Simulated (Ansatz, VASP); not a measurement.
Two plane-wave programs on ZnO

```
Zn O
1.0
     3.41018    0.00000    0.00000
    -1.70509    2.95330    0.00000
     0.00000    0.00000    7.39548
Zn O
2 2
Direct
  0.00000 0.00000 0.75000
  0.00000 0.00000 0.25000
  0.33333 0.66667 0.25000
  0.66667 0.33333 0.75000
```

Alike in both runs: task single point; functional r2SCAN; k mesh 9 × 9 × 4; occupations gaussian, width 0.02 eV; no spin polarisation.

```csv
,VASP,Ansatz
version,VASP 6.6.1,Ansatz 0.2.0
potentials or method,"VASP PAW PBE potentials, release 64 (Zn, O)","scalar-relativistic, plane waves, PAW"
plane-wave cutoff (eV),520,500
valence electrons in the cell,36,36
```

```csv
,VASP,Ansatz,Ansatz less VASP
gap on the k mesh at the Fermi level (eV),1.12,1.12,-0.004
least direct gap on the mesh (eV),1.12,1.12,-0.004
pressure (GPa),-11.2,-11.6,-0.38
largest component of the traceless stress (GPa),9.86,10.45,+0.594
```

With one functional, cell and mesh, what is left measures potentials, basis and numerics.

Caveats: the PAW data sets were made with another functional, which shifts forces and pressure a little (VASP); an odd mesh through Γ misses points on the zone boundary, where band edges often lie.
